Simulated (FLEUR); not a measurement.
# KBr (Fm-3m) in FLEUR: notebook

The runs below take KBr through equation of state, with PBEsol.

Program: FLEUR MaX-R8.1 (later development tree). These are calculated values, not measurements. Logs are shortened: lines on timing, memory, paths and dates and some standing lists are left out, and cuts for length are marked.

## Step 1: The crystal as given

Symmetry: Fm-3m, No. 225, cubic system. Conventional cell: a = 6.600 Å, b = 6.600 Å, c = 6.600 Å, α = 90.00°, β = 90.00°, γ = 90.00°. Around Br (site symmetry m-3m) lie 6 K at 3.30 Å. K (site symmetry m-3m) is surrounded by 6 Br at 3.30 Å.

## Step 2: Equation of state, PBEsol, 33.78 Å³/atom (volume scaled by 0.94)

inp.xml

```xml
<?xml version="1.0" encoding="UTF-8" standalone="no"?>
<fleurInput fleurInputVersion="0.39">
   <comment>
      KBr                                                                                                 
   </comment>
   <calculationSetup>
      <cutoffs Kmax="4.1" Gmax="12.7" GmaxXC="12.7" numbands="0"/>
      <scfLoop itmax="60" minDistance="0.00001" maxIterBroyd="15" imix="Anderson" alpha="0.05" precondParam="0.0" spinf="2.0" sdNocoIR="T"/>
      <coreElectrons ctail="T" frcor="F" kcrel="0" coretail_lmax="0"/>
      <xcFunctional name="PBEs" relativisticCorrections="F"/>
      <magnetism jspins="1"/>
      <soc l_soc="F" theta="0.0" phi="0.0" spav="F"/>
      <expertModes spex="0" secvar="F"/>
      <geometryOptimization l_f="F" forcealpha="1.0" forcemix="BFGS" epsdisp="0.00001" epsforce="0.00001"/>
      <ldaU l_linMix="F" mixParam="0.05" spinf="1.0"/>
   </calculationSetup>
   <cell>
      <bzIntegration valenceElectrons="26.0" mode="hist" fermiSmearingEnergy="0.00183747">
         <kPointListSelection listName="default-1"/>
         <!-- k-points included here -->
         <xi:include xmlns:xi="http://www.w3.org/2001/XInclude" href="kpts.xml"> </xi:include>
      </bzIntegration>
      <!-- symmetry operations included here -->
      <xi:include xmlns:xi="http://www.w3.org/2001/XInclude" href="sym.xml"> </xi:include>
      <bulkLattice scale="0.9795861087">
         <bravaisMatrix>
            <row-1>    0.0000000000000000     6.2360962111799996     6.2360962111799996</row-1>
            <row-2>    6.2360962111799996     0.0000000000000000     6.2360962111799996</row-2>
            <row-3>    6.2360962111799996     6.2360962111799996     0.0000000000000000</row-3>
         </bravaisMatrix>
      </bulkLattice>
   </cell>
   <atomSpecies>
      <species name="Bromine (Br)" element="Br" atomicNumber="35">
         <mtSphere radius="2.66" gridPoints="879" logIncrement="0.014"/>
         <atomicCutoffs lmax="10" lnonsphr="10"/>
         <electronConfig flipSpins="F">
            <coreConfig>(1s1/2) (2s1/2) (2p1/2) (2p3/2) (3s1/2) (3p1/2) (3p3/2)</coreConfig>
            <valenceConfig>(3d3/2) (3d5/2) (4s1/2) (4p1/2) (4p3/2)</valenceConfig>
            <stateOccupation state="(4p1/2)" spinUp="0.833333" spinDown="0.833333"/>
            <stateOccupation state="(4p3/2)" spinUp="1.666667" spinDown="1.666667"/>
         </electronConfig>
         <energyParameters s="4" p="4" d="4" f="4"/>
         <lo type="SCLO" l="2" n="3" eDeriv="0"/>
         <lo type="SCLO" l="2" n="3" eDeriv="1"/>
         <lo type="SCLO" l="0" n="4" eDeriv="2"/>
         <lo type="SCLO" l="1" n="4" eDeriv="2"/>
         <lo type="SCLO" l="3" n="4" eDeriv="2"/>
      </species>
      <species name="Potassium (K)" element="K" atomicNumber="19">
         <mtSphere radius="2.66" gridPoints="879" logIncrement="0.014"/>
         <atomicCutoffs lmax="10" lnonsphr="10"/>
         <electronConfig flipSpins="F">
            <coreConfig>(1s1/2) (2s1/2) (2p1/2) (2p3/2)</coreConfig>
            <valenceConfig>(3s1/2) (3p1/2) (3p3/2) (4s1/2)</valenceConfig>
            <stateOccupation state="(4s1/2)" spinUp="0.500000" spinDown="0.500000"/>
         </electronConfig>
         <energyParameters s="4" p="3" d="3" f="4"/>
         <lo type="SCLO" l="0" n="3" eDeriv="0"/>
         <lo type="HELO" l="1" n="4" eDeriv="0"/>
         <lo type="HELO" l="1" n="4" eDeriv="1"/>
         <lo type="SCLO" l="2" n="3" eDeriv="2"/>
         <lo type="SCLO" l="3" n="4" eDeriv="2"/>
      </species>
   </atomSpecies>
   <atomGroups>
      <atomGroup species="Bromine (Br)">
         <relPos label="                   1">1.000/2.000 1.000/2.000 1.000/2.000</relPos>
         <force calculate="T" relaxXYZ="TTT"/>
      </atomGroup>
      <atomGroup species="Potassium (K)">
         <relPos label="                   2">.0000000000 .0000000000 .0000000000</relPos>
         <force calculate="T" relaxXYZ="TTT"/>
      </atomGroup>
   </atomGroups>
   <output dos="F" band="F" slice="F">
      <checks vchk="F" cdinf="F"/>
      <bandDOS minEnergy="-.5*Htr" maxEnergy="0.5*Htr" sigma="0.015" storeEVData="T"/>
      <vacuumDOS vacdos="F" integ="F" star="F" nstars="0" locx1="0.0" locy1="0.0" locx2="0.0" locy2="0.0" nstm="0" tworkf="0.0"/>
      <unfoldingBand unfoldBand="F" supercellX="1" supercellY="1" supercellZ="1"/>
      <plotting iplot="0" polar="F">
         <plot TwoD="T" vec1="  1.0  0.0  0.0" vec2="  0.0  1.0  0.0" vec3="  0.0  0.0  1.0" zero="  0.0  0.0  0.0" file="plot"/>
      </plotting>
      <chargeDensitySlicing numkpt="0" minEigenval="0.0" maxEigenval="0.0" nnne="0" pallst="F"/>
      <specialOutput eonly="F"/>
      <moessbauerParams electricFieldGradient="T" isomerShift="T" coreHyperfine="T" valenceHyperfine="T"/>
      <magneticCircularDichroism mcd="F" energyLo="-10.0" energyUp="0.0"/>
   </output>
  <!-- We include the file relax.xml here to enable relaxations (see documentation) -->
  <xi:include xmlns:xi="http://www.w3.org/2001/XInclude" href="relax.xml"> <xi:fallback/> </xi:include>
</fleurInput>
```

Potentials or basis: all-electron, FLAPW.

Command:

```bash
> inpgen -f crystal.txt -profile fastHighL
> # inp.xml edited to the form shown
> fleur_MPI
```

The log of the run:

```text
Welcome to FLEUR        (www.flapw.de)
      MaX-Release 8.1          (www.max-centre.eu)

 ========== k-point set info ==========
 Selected k-point list: default-1
 k-point list type: mesh
 7 x 7 x 7
 Number of k points: 20

 ------------Calculation Setup---------------------------
 Number of MPI-tasks      :            1
 Number of PE/node        :            1
 Number of OMP-threads    :            1
 Most efficient MPI parallelization for:
           1           2           4           5          10          20
 Additional eigenvalue parallelization possible
 Number of basis functions:          611
 Approximate size of matrices (H+S) per k-point:         0.006 GB
 --------------------------------------------------------
 Iteration:     1   Distance:       2.86149771 me/bohr^3
 Iteration:     2   Distance:       2.58085528 me/bohr^3
 Iteration:     3   Distance:       1.28377518 me/bohr^3
 Iteration:     4   Distance:       0.55155235 me/bohr^3
 Iteration:     5   Distance:       0.51549429 me/bohr^3
 Iteration:     6   Distance:       0.08724355 me/bohr^3
 Iteration:     7   Distance:       0.05935821 me/bohr^3
 Iteration:     8   Distance:       0.02330413 me/bohr^3
 Iteration:     9   Distance:       0.02417253 me/bohr^3
 Iteration:    10   Distance:       0.00262676 me/bohr^3
 Iteration:    11   Distance:       0.00026008 me/bohr^3
 Iteration:    12   Distance:       0.00023831 me/bohr^3
 Iteration:    13   Distance:       0.00002078 me/bohr^3
 Iteration:    14   Distance:       0.00000483 me/bohr^3

 ********************************************************************
 Run finished successfully
 Stop message:
   all done
 ********************************************************************
```

out.xml (last iteration):

```text
<iteration numberForCurrentRun="   14" overallNumber="   14">
         <energyParameters units="Htr">
            <atomicEP atomType="1" spin="1" branch="4s" branchLowest="-8.41" branchHighest="-0.24" value="-0.4424561150"/>
            <atomicEP atomType="1" spin="1" branch="4p" branchLowest="-6.04" branchHighest="0.38" value="-0.0125688337"/>
            <atomicEP atomType="1" spin="1" branch="4d" branchLowest="-2.13" branchHighest="1.41" value="0.3457055396"/>
            <atomicEP atomType="1" spin="1" branch="4f" branchLowest="-9.99" branchHighest="2.36" value="0.5238815578"/>
            <loAtomicEP atomType="1" spin="1" branch="3d" branchLowest="-9.99" branchHighest="-2.13" value="-2.1252481419"/>
            <loAtomicEP atomType="1" spin="1" branch="3d" branchLowest="-9.99" branchHighest="-2.13" value="-2.1252481419"/>
            <loAtomicEP atomType="1" spin="1" branch="4s" branchLowest="-8.41" branchHighest="-0.24" value="-0.4424561150"/>
            <loAtomicEP atomType="1" spin="1" branch="4p" branchLowest="-6.04" branchHighest="0.38" value="-0.0177710632"/>
            <loAtomicEP atomType="1" spin="1" branch="4f" branchLowest="-9.99" branchHighest="2.36" value="0.5238836862"/>
            <atomicEP atomType="2" spin="1" branch="4s" branchLowest="-0.94" branchHighest="2.09" value="0.2251917185"/>
            <atomicEP atomType="2" spin="1" branch="3p" branchLowest="-9.98" branchHighest="-0.29" value="-0.3914130262"/>
            <atomicEP atomType="2" spin="1" branch="3d" branchLowest="-9.99" branchHighest="0.72" value="0.3396688035"/>
            <atomicEP atomType="2" spin="1" branch="4f" branchLowest="-9.99" branchHighest="2.51" value="0.5727699245"/>
            <loAtomicEP atomType="2" spin="1" branch="3s" branchLowest="-12.66" branchHighest="-0.94" value="-0.9979103313"/>
            <heloAtomicEP atomType="2" spin="1" branch="4p" branchLowest="1.65" branchHighest="1.65" value="1.6459956380"/>
            <heloAtomicEP atomType="2" spin="1" branch="4p" branchLowest="1.65" branchHighest="1.65" value="1.6459956380"/>
            <loAtomicEP atomType="2" spin="1" branch="3d" branchLowest="-9.99" branchHighest="0.72" value="0.3396024210"/>
            <loAtomicEP atomType="2" spin="1" branch="4f" branchLowest="-9.99" branchHighest="2.51" value="0.5727719654"/>
         </energyParameters>
         <eigenvalues>
            <eigenvaluesAt spin="1" ikpt="1" k_x="0.00000000" k_y="0.00000000" k_z="0.00000000">
                      -2.1278097993       -2.1278097993       -2.1277591366       -2.1277591366       -2.1277591366
                      -0.9981766608       -0.4436010078       -0.3936316364       -0.3936316364       -0.3936316364
                       0.0118363144        0.0118363144        0.0118363144        0.1749685832        0.2885623155
                       0.2885623155        0.2885623155        0.3208042204        0.3208042204        0.4352799270
                       0.5749003571
            </eigenvaluesAt>
            <eigenvaluesAt spin="1" ikpt="2" k_x="0.00000000" k_y="0.00000000" k_z="0.14285714">
                      -2.1278098328       -2.1278098328       -2.1277591732       -2.1277591006       -2.1277591006
                      -0.9981197186       -0.4450223450       -0.3936776658       -0.3936776658       -0.3916266811
                      -0.0001162080        0.0088747351        0.0088747351        0.1947929845        0.2838921575
                       0.2979979413        0.2979979413        0.3315792901        0.3315792901        0.4632104089
                       0.5245200791
            </eigenvaluesAt>
            <eigenvaluesAt spin="1" ikpt="3" k_x="0.00000000" k_y="0.00000000" k_z="0.28571429">
                      -2.1278098318       -2.1278098318       -2.1277590965       -2.1277590667       -2.1277590667
[... 19 lines left out ...]
               <mtCharge atomType="2" total="7.8517180" s="2.0061897" p="5.7823598" d="0.0558647" f="0.0059639"/>
            </mtCharges>
            <spinDependentCharge spin="1" total="26.0000000" interstitial="1.9902594" mtSpheres="24.0097406"/>
            <totalCharge value="26.0000000000"/>
         </valenceDensity>
         <coreStates atomType="     1" atomicNumber=" 35" spin="1" kinEnergy="   2433.5943860644" eigValSum="  -1491.6817176765" lostElectrons=" 0.000004">
            <state n="1" l="0" j="0.5" energy="-488.5689484455" weight="1.0000000000"/>
            <state n="2" l="0" j="0.5" energy="-63.2913543678" weight="1.0000000000"/>
            <state n="2" l="1" j="0.5" energy="-56.9763768971" weight="1.0000000000"/>
            <state n="2" l="1" j="1.5" energy="-55.2327074450" weight="2.0000000000"/>
            <state n="3" l="0" j="0.5" energy="-8.4062763418" weight="1.0000000000"/>
            <state n="3" l="1" j="0.5" energy="-6.2115977628" weight="1.0000000000"/>
            <state n="3" l="1" j="1.5" energy="-5.9604450666" weight="2.0000000000"/>
         </coreStates>
         <coreStates atomType="     2" atomicNumber=" 19" spin="1" kinEnergy="    570.3413358588" eigValSum="   -343.1101978745" lostElectrons=" 0.000000">
            <state n="1" l="0" j="0.5" energy="-128.9390020453" weight="1.0000000000"/>
            <state n="2" l="0" j="0.5" energy="-12.6649650413" weight="1.0000000000"/>
            <state n="2" l="1" j="0.5" energy="-10.0544287147" weight="1.0000000000"/>
            <state n="2" l="1" j="1.5" energy="-9.9483515680" weight="2.0000000000"/>
         </coreStates>
         <allElectronCharges>
            <spinDependentCharge spin="1" total="54.0000000" interstitial="1.9902632" mtSpheres="52.0097368"/>
            <totalCharge value="53.9999999963"/>
         </allElectronCharges>
         <moessbauerParams unitsHFF="kG" unitsIS="e/bohr^3" unitsEFG="Htr/bohr^2">
            <coreIsomerShift atomType="1" isTotal="44555.85547">
               <shell n="1" l="0" isomerShift="39731.29004"/>
               <shell n="2" l="0" isomerShift="4111.52360"/>
               <shell n="2" l="1" isomerShift="44.20360"/>
               <shell n="3" l="0" isomerShift="661.60516"/>
               <shell n="3" l="1" isomerShift="7.23306"/>
            </coreIsomerShift>
            <coreIsomerShift atomType="2" isTotal="5141.64022">
               <shell n="1" l="0" isomerShift="4747.86203"/>
               <shell n="2" l="0" isomerShift="392.74509"/>
               <shell n="2" l="1" isomerShift="1.03311"/>
            </coreIsomerShift>
            <isomerShift atomType="1" nucleusRadius="0.0001017" averageDensity="44625.67223"/>
            <isomerShift atomType="2" nucleusRadius="0.0000802" averageDensity="5189.05185"/>
            <electricFieldGradient atomType="1" VXX="0.00000" VYY="0.00000" VZZ="0.00000" asymParam="0.00000">
            </electricFieldGradient>
            <electricFieldGradient atomType="2" VXX="0.00000" VYY="0.00000" VZZ="0.00000" asymParam="0.00000">
            </electricFieldGradient>
         </moessbauerParams>
         <totalEnergy                                    value="    -3206.3879593922" units="Htr">
            <sumOfEigenvalues                            value="    -1861.3684595664">
               <coreElectrons value="-1834.7919155510"/>
               <valenceElectrons value="-26.5765440154"/>
            </sumOfEigenvalues>
            <densityCoulombPotentialIntegral value="-4976.0841116408"/>
            <densityEffectivePotentialIntegral value="-5137.6227625879"/>
            <chargeDenXCDenIntegral value="-123.2295251815"/>
            <FockExchangeEnergyValence value="0.0000000000"/>
            <FockExchangeEnergyCore value="0.0000000000"/>
            <atomTypeDependentContributions atomType="1">
               <electronNucleiInteractionDifferentMTs value="3143.5085399433"/>
               <MadelungTerm value="-8.8180434526"/>
            </atomTypeDependentContributions>
            <atomTypeDependentContributions atomType="2">
               <electronNucleiInteractionDifferentMTs value="713.7591722528"/>
               <MadelungTerm value="-5.2849257630"/>
            </atomTypeDependentContributions>
            <tkbTimesEntropy value="0.0000000000"/>
            <freeEnergy value="-3206.3879593922"/>
            <extrapolationTo0K value="-3206.3879593922"/>
         </totalEnergy>
         <densityConvergence units="me/bohr^3">
            <chargeDensity spin="1" distance="0.0000048307"/>
         </densityConvergence>
      </iteration>
```

Wall time 50 s (1 thread of Arm Neoverse V2, shared host); peak memory 0.07 GiB.

Results:

* Free energy: -87250.2612 eV
* Band gap on the k mesh: 4.44 eV, direct
* Valence electrons inside the program's atomic spheres: Br 16.16; K 7.85 (radii Br 2.66, K 2.66 bohr)

## Step 3: Equation of state, PBEsol, 34.50 Å³/atom (volume scaled by 0.96)

inp.xml: that of step 2 with these lines changed.

```diff
@@ -24,3 +24,3 @@
       <xi:include xmlns:xi="http://www.w3.org/2001/XInclude" href="sym.xml"> </xi:include>
-      <bulkLattice scale="0.9795861087">
+      <bulkLattice scale="0.9864848297">
          <bravaisMatrix>
```

Potentials or basis: all-electron, FLAPW.

Command:

```bash
> inpgen -f crystal.txt -profile fastHighL
> # inp.xml edited to the form shown
> fleur_MPI
```

Wall time 53 s (1 thread of Arm Neoverse V2, shared host); peak memory 0.07 GiB.

The run converged. Its results:

```
Free energy                                           : -87250.2655 eV
Band gap on the k mesh                                : 4.38 eV, direct
Valence electrons inside the program's atomic spheres : Br 16.15; K 7.85 (radii Br 2.66, K 2.66 bohr)
```

## Step 4: Equation of state, PBEsol, 35.22 Å³/atom (volume scaled by 0.98)

inp.xml: that of step 3 with these lines changed.

```diff
@@ -24,3 +24,3 @@
       <xi:include xmlns:xi="http://www.w3.org/2001/XInclude" href="sym.xml"> </xi:include>
-      <bulkLattice scale="0.9864848297">
+      <bulkLattice scale="0.9932883884">
          <bravaisMatrix>
```

Command:

```bash
> inpgen -f crystal.txt -profile fastHighL
> # inp.xml edited to the form shown
> fleur_MPI
```

Wall time 57 s (1 thread of Arm Neoverse V2, shared host); peak memory 0.07 GiB.

The run converged. Its results:

* Free energy: -87250.2666 eV
* Band gap on the k mesh: 4.33 eV, direct
* Valence electrons inside the program's atomic spheres: Br 16.15; K 7.84 (radii Br 2.66, K 2.66 bohr)

## Step 5: Equation of state, PBEsol, 35.94 Å³/atom

inp.xml: that of step 4 with these lines changed.

```diff
@@ -24,3 +24,3 @@
       <xi:include xmlns:xi="http://www.w3.org/2001/XInclude" href="sym.xml"> </xi:include>
-      <bulkLattice scale="0.9932883884">
+      <bulkLattice scale="1.0000000000">
          <bravaisMatrix>
```

Command:

```bash
> inpgen -f crystal.txt -profile fastHighL
> # inp.xml edited to the form shown
> fleur_MPI
```

Run time: 59 s. Hardware: 1 thread of Arm Neoverse V2, shared host; peak memory 0.07 GiB.

It converged, with:

```
Free energy                                           : -87250.2649 eV
Band gap on the k mesh                                : 4.28 eV, direct
Valence electrons inside the program's atomic spheres : Br 16.14; K 7.83 (radii Br 2.66, K 2.66 bohr)
```

## Step 6: Equation of state, PBEsol, 36.66 Å³/atom (volume scaled by 1.02)

inp.xml: that of step 5 with these lines changed.

```diff
@@ -24,3 +24,3 @@
       <xi:include xmlns:xi="http://www.w3.org/2001/XInclude" href="sym.xml"> </xi:include>
-      <bulkLattice scale="1.0000000000">
+      <bulkLattice scale="1.0066227096">
          <bravaisMatrix>
```

Potentials or basis: all-electron, FLAPW.

Command:

```bash
> inpgen -f crystal.txt -profile fastHighL
> # inp.xml edited to the form shown
> fleur_MPI
```

Wall time 61 s (1 thread of Arm Neoverse V2, shared host); peak memory 0.07 GiB.

Results (log left out):

```yaml
Free_energy: -87250.2607 eV
Band_gap_on_the_k_mesh: 4.23 eV, direct
Valence_electrons_inside_the_program's_atomic_spheres: Br 16.14; K 7.83 (radii Br 2.66, K 2.66 bohr)
```

Caveat: an odd mesh through Γ misses points on the zone boundary, where band edges often lie.

## Step 7: Equation of state, PBEsol, 37.37 Å³/atom (volume scaled by 1.04)

inp.xml: that of step 6 with these lines changed.

```diff
@@ -24,3 +24,3 @@
       <xi:include xmlns:xi="http://www.w3.org/2001/XInclude" href="sym.xml"> </xi:include>
-      <bulkLattice scale="1.0066227096">
+      <bulkLattice scale="1.0131594038">
          <bravaisMatrix>
```

Command:

```bash
> inpgen -f crystal.txt -profile fastHighL
> # inp.xml edited to the form shown
> fleur_MPI
```

Wall time 62 s (1 thread of Arm Neoverse V2, shared host); peak memory 0.07 GiB.

It converged, with:

| Item | Value |
| --- | --- |
| Free energy | -87250.2544 eV |
| Band gap on the k mesh | 4.19 eV, direct |
| Valence electrons inside the program's atomic spheres | Br 16.13; K 7.82 (radii Br 2.66, K 2.66 bohr) |

Caveat: an odd mesh through Γ misses points on the zone boundary, where band edges often lie.

## Step 8: Equation of state, PBEsol, 38.09 Å³/atom (volume scaled by 1.06)

inp.xml: that of step 7 with these lines changed.

```diff
@@ -24,3 +24,3 @@
       <xi:include xmlns:xi="http://www.w3.org/2001/XInclude" href="sym.xml"> </xi:include>
-      <bulkLattice scale="1.0131594038">
+      <bulkLattice scale="1.0196128224">
          <bravaisMatrix>
```

Command:

```bash
> inpgen -f crystal.txt -profile fastHighL
> # inp.xml edited to the form shown
> fleur_MPI
```

Wall time 75 s (1 thread of Arm Neoverse V2, shared host); peak memory 0.07 GiB.

Results (log left out):

| Property | Result |
| --- | --- |
| Free energy | -87250.2461 eV |
| Band gap on the k mesh | 4.15 eV, direct |
| Valence electrons inside the program's atomic spheres | Br 16.13; K 7.82 (radii Br 2.66, K 2.66 bohr) |

Caveat: an odd mesh through Γ misses points on the zone boundary, where band edges often lie.

## Step 9: Equation of state, PBEsol

Potentials or basis: all-electron, FLAPW.

No new run: the results of the series are fitted here.

What came out:

```yaml
Equilibrium_volume: 35.13 Å³/atom
Bulk_modulus: 15.4 GPa
Pressure_derivative_of_the_bulk_modulus: 5.0
```

Energy against volume, from the lowest point:
| volume (Å³/atom) | energy (meV/atom) |
| --- | --- |
| 33.781 | 2.67 |
| 34.500 | 0.55 |
| 35.218 | 0.00 |
| 35.937 | 0.84 |
| 36.656 | 2.92 |
| 37.374 | 6.09 |
| 38.093 | 10.23 |
